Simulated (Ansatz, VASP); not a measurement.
**Two plane-wave programs on MgO**

```
Mg O
1.0
     2.84988    0.00000    0.00000
    -1.42494    2.46807    0.00000
     0.00000    0.00000    2.67968
Mg O
1 1
Direct
  0.00000 0.00000 0.00000
  0.33333 0.66667 0.50000
```

Change from the starting cell: strain -0.030 along x and y, +0.000 along z, atoms carried along.

Alike in both runs: task single point; functional LDA; k mesh 9 × 9 × 8; occupations gaussian, width 0.05 eV; no spin polarisation.

|  | VASP | Ansatz |
| --- | --- | --- |
| version | VASP 6.6.1 | Ansatz 0.2.0 |
| potentials or method | VASP PAW LDA potentials, release 64 (Mg, O) | scalar-relativistic, plane waves, PAW |
| plane-wave cutoff (eV) | 520 | 420 |
| valence electrons in the cell | 8 | 16 |

Ansatz gave:

| Item | Value |
| --- | --- |
| gap on the k mesh at the Fermi level (eV) | 3.32 |
| least direct gap on the mesh (eV) | 3.81 |
| pressure (GPa) | -1.7 |
| largest component of the traceless stress (GPa) | 11.01 |

**Question.** Which values does VASP return?

**Answer.** gap on the k mesh at the Fermi level (eV): 3.32; least direct gap on the mesh (eV): 3.80; pressure (GPa): -3.4; largest component of the traceless stress (GPa): 11.29.

The two sets of potentials don't hold the same shells in valence.

Caveats: an odd mesh through Γ misses points on the zone boundary, where band edges often lie.
